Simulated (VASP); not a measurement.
# BN (F-43m) in VASP: further runs

Aim: see how the results for BN move with the level of theory and the settings. Levels: PBE, PBEsol. Tasks: Born charges and dielectric tensor, phonons, elastic constants.

Everything below comes from runs of VASP 6.6.1. Logs are shortened: lines on timing, memory, paths and dates and some standing lists are left out, and cuts for length are marked.

## (1) Starting point

It takes space group F-43m (No. 216, cubic). Conventional cell: a = 3.626 Å, b = 3.626 Å, c = 3.626 Å, α = 90.00°, β = 90.00°, γ = 90.00°. Around N (site symmetry -43m) lie 4 B at 1.57 Å. B (site symmetry -43m) has 4 N at 1.57 Å as nearest neighbours.

The cell is a database's computed one.

## (2) Born charges and dielectric tensor, PBE

File INCAR:

```
PREC = Accurate
ENCUT = 520
EDIFF = 1E-8
ISMEAR = -1
SIGMA = 0.05
LREAL = False
LASPH = True
NELM = 60
ALGO = Normal
ISIF = 2
LWAVE = False
LCHARG = False
GGA = PE
LEPSILON = True
IBRION = 8
```

File KPOINTS:

```
regular mesh
0
Gamma
  13 13 13
```

File POSCAR:

```
BN
1.0
    0.0000000000      1.8130010000      1.8130010000
    1.8130010000      0.0000000000      1.8130010000
    1.8130010000      1.8130010000      0.0000000000
N B
1 1
Direct
    0.2500000000      0.2500000000      0.2500000000
    0.0000000000      0.0000000000      0.0000000000
```

Potentials or basis: VASP PAW PBE potentials, release 64 (N, B).

The run is started by

```bash
> cat potpaw_PBE.64/N/POTCAR potpaw_PBE.64/B/POTCAR > POTCAR
> mpirun -np 1 vasp_std > vasp.out
```

OUTCAR:

```text
PREC = Accurate
   ENCUT = 520
   EDIFF = 1E-8
   ISMEAR = -1
   LREAL = False
   LASPH = True
   NELM = 60
   ISIF = 2
   GGA = PE
   LEPSILON = True
   IBRION = 8

 ion  position               nearest neighbor table
   1  0.250  0.250  0.250-   2 1.57   2 1.57   2 1.57   2 1.57
   2  0.000  0.000  0.000-   1 1.57   1 1.57   1 1.57   1 1.57

  LATTYP: Found a face centered cubic cell.
 ALAT       =     3.6260020000

  Lattice vectors:

 A1 = (   0.0000000000,   1.8130010000,   1.8130010000)
 A2 = (   1.8130010000,   0.0000000000,   1.8130010000)
 A3 = (   1.8130010000,   1.8130010000,   0.0000000000)

Analysis of symmetry for initial positions (statically):
=====================================================================
 Subroutine PRICEL returns:
 Original cell was already a primitive cell.

 Routine SETGRP: Setting up the symmetry group for a
 face centered cubic supercell.

 Subroutine GETGRP returns: Found 24 space group operations
 (whereof 24 operations were pure point group operations)
 out of a pool of 48 trial point group operations.

The static configuration has the point symmetry T_d .

Analysis of symmetry for dynamics (positions and initial velocities):
=====================================================================
 Subroutine PRICEL returns:
 Original cell was already a primitive cell.

 Routine SETGRP: Setting up the symmetry group for a
 face centered cubic supercell.

 Subroutine GETGRP returns: Found 24 space group operations
 (whereof 24 operations were pure point group operations)
 out of a pool of 48 trial point group operations.

The dynamic configuration has the point symmetry T_d .

 Subroutine INISYM returns: Found 24 space group operations
 (whereof 24 operations are pure point group operations),
 and found     1 'primitive' translations

----------------------------------------------------------------------------------------

                                     Primitive cell

  volume of cell :      11.9186

  direct lattice vectors                    reciprocal lattice vectors
     0.000000000  1.813001000  1.813001000    -0.275785838  0.275785838  0.275785838
     1.813001000  0.000000000  1.813001000     0.275785838 -0.275785838  0.275785838
     1.813001000  1.813001000  0.000000000     0.275785838  0.275785838 -0.275785838

  length of vectors
     2.563970603  2.563970603  2.563970603     0.477675083  0.477675083  0.477675083

  position of ions in fractional coordinates (direct lattice)
     0.250000000  0.250000000  0.250000000
     0.000000000  0.000000000  0.000000000

  ion indices of the primitive-cell ions
   primitive index   ion index
                 1           1
                 2           2

----------------------------------------------------------------------------------------

 KPOINTS: regular mesh

Automatic generation of k-mesh.
 Grid dimensions read from file:
 generate k-points for:   13   13   13

 Generating k-lattice:
[... 412 lines left out ...]

 Free energy of the ion-electron system (eV)
  ---------------------------------------------------
  ---------------------------------------------------
  free energy    TOTEN  =        -0.12885073 eV

  energy without entropy =       -0.12885073

------------------------ aborting loop because EDIFF is reached ----------------------------------------

--------------------------------------- Ionic step        2  -------------------------------------------

------------------------ aborting loop because EDIFF is reached ----------------------------------------

--------------------------------------- Ionic step        3  -------------------------------------------

------------------------ aborting loop because EDIFF is reached ----------------------------------------

 PIEZOELECTRIC TENSOR FIELD DIRECTION 3  (e Angst)
 -----------------------------------------------------------------------------
    -0.00032 -0.77210  0.00000           ( -0.00000 -0.00437  0.00000)
    -0.77210 -0.00032  0.00000           ( -0.00437 -0.00000  0.00000)
     0.00000  0.00000  0.00025           (  0.00000  0.00000 -0.00000)

 PIEZOELECTRIC TENSOR FIELD DIRECTION 3  (C/m^2)
 -----------------------------------------------------------------------------
    -0.00043 -1.03792  0.00000
    -1.03792 -0.00043  0.00000
     0.00000  0.00000  0.00033

--------------------------------------- Ionic step        4  -------------------------------------------

------------------------ aborting loop because EDIFF is reached ----------------------------------------

[... ionic steps 5 to 6 ...]

--------------------------------------- Ionic step        7  -------------------------------------------

 Free energy of the ion-electron system (eV)
  ---------------------------------------------------
  ---------------------------------------------------
  free energy    TOTEN  =        -0.03581880 eV

  energy without entropy =       -0.03581880

------------------------ aborting loop because EDIFF is reached ----------------------------------------

 INTERNAL STRAIN TENSOR  FOR ION    2  DIRECTION 1   (eV/Angst):
 -----------------------------------------------------------------------------
     0.01030  0.00000  0.00000
     0.00000 -0.00503  1.26912
     0.00000  1.26912 -0.00503

 MACROSCOPIC STATIC DIELECTRIC TENSOR (including local field effects in DFT)
 ------------------------------------------------------
           4.615010    -0.000000     0.000000
          -0.000000     4.615010    -0.000000
           0.000000    -0.000000     4.615010
 ------------------------------------------------------

 PIEZOELECTRIC TENSOR (including local field effects)  for field in x, y, z        (e  Angst)
          XX          YY          ZZ          XY          YZ          ZX
  --------------------------------------------------------------------------------
  x     0.00000    -0.00000     0.00000     0.00000    -0.77243     0.00000
  y    -0.00000     0.00000     0.00000     0.00000     0.00000    -0.77243
  z    -0.00000     0.00000     0.00000    -0.77243     0.00000     0.00000

 PIEZOELECTRIC TENSOR (including local field effects)  for field in x, y, z        (C/m^2)
          XX          YY          ZZ          XY          YZ          ZX
  --------------------------------------------------------------------------------
  x     0.00000    -0.00000     0.00000     0.00000    -1.03835     0.00000
  y    -0.00000     0.00000     0.00000     0.00000     0.00000    -1.03835
  z    -0.00000     0.00000     0.00000    -1.03835     0.00000     0.00000

 BORN EFFECTIVE CHARGES (including local field effects) (in |e|, cummulative output)
 ---------------------------------------------------------------------------------
 ion    1
    1    -1.91157     0.00000     0.00000
    2     0.00000    -1.91157     0.00000
    3    -0.00000    -0.00000    -1.91157
 ion    2
    1     1.91157     0.00000     0.00000
    2     0.00000     1.91157     0.00000
    3     0.00000     0.00000     1.91157

 INTERNAL STRAIN TENSOR FOR ION    2 for displacements in x,y,z  (eV/Angst):
          X           Y           Z          XY          YZ          ZX
  --------------------------------------------------------------------------------
  x    -0.00000     0.00000     0.00000     0.00000     1.26912     0.00000
  y    -0.00000     0.00000    -0.00000     0.00000     0.00000     1.26912
  z     0.00000     0.00000    -0.00000     1.26912     0.00000     0.00000

 SECOND DERIVATIVES (NOT SYMMETRIZED)
 ------------------------------------
               1X          1Y          1Z          2X          2Y          2Z
  1X   -23.707752    0.000000    0.000000   23.707752    0.000000    0.000000
  1Y     0.000000  -23.707752    0.000000    0.000000   23.707752    0.000000
  1Z     0.000000    0.000000  -23.707752    0.000000    0.000000   23.707752
  2X    23.705705    0.000000    0.000000  -23.705705    0.000000    0.000000
  2Y     0.000000   23.705705    0.000000    0.000000  -23.705705    0.000000
  2Z     0.000000    0.000000   23.705705    0.000000    0.000000  -23.705705

 Eigenvectors and eigenvalues of the dynamical matrix
 ----------------------------------------------------

   1 f  =   30.817951 THz   193.634895 2PiTHz 1027.976186 cm-1   127.452746 meV
             X         Y         Z           dx          dy          dz
      0.906501  0.906501  0.906501     0.000000    0.660104    0.000000
      0.000000  0.000000  0.000000     0.000000   -0.751174    0.000000
[... 21 lines left out ...]
   6 f/i=    0.000660 THz     0.004144 2PiTHz    0.022001 cm-1     0.002728 meV
             X         Y         Z           dx          dy          dz
      0.906501  0.906501  0.906501     0.000000    0.000000    0.751174
      0.000000  0.000000  0.000000     0.000000    0.000000    0.660104

--------------------------------------------------------------------------------------------------------

 MACROSCOPIC STATIC DIELECTRIC TENSOR IONIC CONTRIBUTION
 ------------------------------------------------------
           2.340198     0.000000     0.000000
           0.000000     2.340198     0.000000
           0.000000     0.000000     2.340198
 ------------------------------------------------------

 ELASTIC MODULI CONTR FROM IONIC RELAXATION (kBar)
 Direction    XX          YY          ZZ          XY          YZ          ZX
 --------------------------------------------------------------------------------
 XX          -0.0000      0.0000     -0.0000      0.0000     -0.0000      0.0000
 YY           0.0000     -0.0000      0.0000      0.0000      0.0000     -0.0000
 ZZ          -0.0000      0.0000     -0.0000     -0.0000      0.0000      0.0000
 XY           0.0000      0.0000     -0.0000    -10.2703      0.0000      0.0000
 YZ          -0.0000      0.0000      0.0000      0.0000    -10.2703      0.0000
 ZX           0.0000     -0.0000      0.0000      0.0000      0.0000    -10.2703
 --------------------------------------------------------------------------------

 PIEZOELECTRIC TENSOR IONIC CONTR  for field in x, y, z        (C/m^2)
          XX          YY          ZZ          XY          YZ          ZX
  --------------------------------------------------------------------------------
  x     0.00000    -0.00000    -0.00000     0.00000     0.14588     0.00000
  y    -0.00000     0.00000    -0.00000     0.00000     0.00000     0.14588
  z    -0.00000    -0.00000     0.00000     0.14588     0.00000     0.00000
```

Run time: 5 min. Hardware: 1 thread of Intel Xeon Platinum 8175M at 2.50GHz (Skylake/Cascade Lake), shared host; peak memory 0.2 GiB.

Results:

| Quantity | Value |
| --- | --- |
| Band gap on the k mesh | 4.52 eV, indirect (least direct gap 8.78 eV) |
| Electronic dielectric tensor (diagonal) | 4.62 |
| Born charges (mean of the diagonal) | N -1.91; B +1.91 e |
| Highest phonon frequency at Γ, LO-TO splitting left out | 1028 cm⁻¹ |

Levels at points of the mesh, in eV from the valence-band top:
```
           k point  band 2  band 3  band 4  band 5  band 6  band 7
(0.00, 0.00, 0.00)    0.00    0.00    0.00    8.78    8.78    8.78
```

Phonon frequencies in cm⁻¹ (negative: imaginary):
```csv
q point,frequencies
"(0.000, 0.000, 0.000)",0 0 0 1028 1028 1028
```

Electronic dielectric tensor:
```
4.62 0.00 0.00
0.00 4.62 0.00
0.00 0.00 4.62
```

Born effective charge tensors (e):
atom 1, N
```
-1.91  0.00  0.00
 0.00 -1.91  0.00
 0.00  0.00 -1.91
```
atom 2, B
```
1.91 0.00 0.00
0.00 1.91 0.00
0.00 0.00 1.91
```

Caveat: an odd mesh through Γ misses points on the zone boundary, where band edges often lie.

(Part 1 of 2 ends here.)
